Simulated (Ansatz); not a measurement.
Density of states of FeSi2 (P4/mmm, a = 2.682 Å, b = 2.682 Å, c = 5.104 Å, α = 90.00°, β = 90.00°, γ = 90.00°), in states per eV and primitive cell, averaged over bins of 0.3 eV. All numbers below come from Ansatz 0.2.0, DFT r2SCAN, scalar-relativistic, plane waves, PAW.

Settings: cutoff 500 eV, Γ-centred mesh 16×16×8 on the computed 3-atom cell, Gaussian smearing of 0.10 eV; collinear spin from starting moments 0.18 0 0 μB.

The cell is relaxed at this level. The states (both spins) are summed by tetrahedra on a 24×24×12 mesh at the self-consistent density. Energies are bin centres; the table starts no lower than −8 eV and ends at 6 eV, or lower where the solved bands end.

It is a metal at this level.

```tsv
E − E_F (eV)	total	Fe 3d up	Fe 3d down	Si 3p up	Si 3p down	Si 3s up	Si 3s down
-7.90	0.63	0.07	0.06	0.14	0.14	0.10	0.09
-7.60	0.69	0.08	0.07	0.16	0.16	0.09	0.09
-7.30	0.73	0.08	0.08	0.18	0.18	0.08	0.08
-7.00	0.69	0.08	0.07	0.19	0.19	0.06	0.06
-6.70	0.71	0.08	0.07	0.20	0.20	0.05	0.05
-6.40	0.82	0.09	0.08	0.25	0.25	0.05	0.05
-6.10	0.93	0.11	0.10	0.29	0.29	0.04	0.04
-5.80	1.19	0.17	0.16	0.36	0.35	0.04	0.04
-5.50	1.30	0.21	0.19	0.38	0.38	0.04	0.04
-5.20	1.37	0.23	0.21	0.39	0.39	0.04	0.04
-4.90	2.15	0.41	0.38	0.59	0.59	0.05	0.05
-4.60	1.67	0.37	0.33	0.41	0.42	0.04	0.04
-4.30	1.83	0.42	0.35	0.46	0.46	0.04	0.04
-4.00	2.10	0.76	0.37	0.42	0.40	0.03	0.04
-3.70	1.93	0.47	0.52	0.38	0.42	0.03	0.04
-3.40	1.93	0.38	0.70	0.31	0.37	0.04	0.05
-3.10	1.58	0.44	0.36	0.31	0.30	0.05	0.05
-2.80	2.13	0.83	0.53	0.33	0.29	0.03	0.03
-2.50	2.83	1.03	1.02	0.30	0.31	0.02	0.02
-2.20	2.99	1.26	1.16	0.21	0.23	0.01	0.01
-1.90	3.14	1.37	1.33	0.11	0.13	0.01	0.02
-1.60	2.09	0.77	1.06	0.07	0.08	0.01	0.01
-1.30	3.10	1.30	1.35	0.18	0.15	0.02	0.01
-1.00	1.60	0.47	0.63	0.19	0.20	0.02	0.02
-0.70	0.81	0.19	0.22	0.14	0.16	0.01	0.02
-0.40	0.46	0.17	0.10	0.07	0.06	0.00	0.00
-0.10	0.64	0.39	0.07	0.09	0.04	0.00	0.00
0.20	1.30	0.70	0.24	0.22	0.07	0.01	0.00
0.50	1.82	0.61	0.66	0.23	0.20	0.03	0.01
0.80	1.54	0.17	0.85	0.15	0.26	0.02	0.03
1.10	0.74	0.10	0.23	0.12	0.16	0.04	0.05
1.40	0.51	0.07	0.11	0.11	0.13	0.03	0.02
1.70	1.13	0.21	0.18	0.16	0.15	0.19	0.14
2.00	1.69	0.26	0.28	0.25	0.23	0.23	0.24
2.30	1.76	0.21	0.25	0.31	0.31	0.21	0.22
2.60	1.54	0.17	0.18	0.30	0.29	0.16	0.17
2.90	1.58	0.15	0.18	0.30	0.30	0.14	0.15
3.20	1.55	0.14	0.16	0.30	0.31	0.12	0.13
```

The columns after the total are the main Löwdin projections on the occupied valence shells of the potentials; 2 others are left out. The rest of the total lies in those, in shells that are empty in the free atom, which aren't projected, and between the atoms.

The state reached may not be the lowest one.

Only this magnetic start was tried.

Cost: 1 run of about 3.9 core-minutes, on Intel Xeon Processor @ 2.50GHz (Skylake/Cascade Lake) (shared hosts).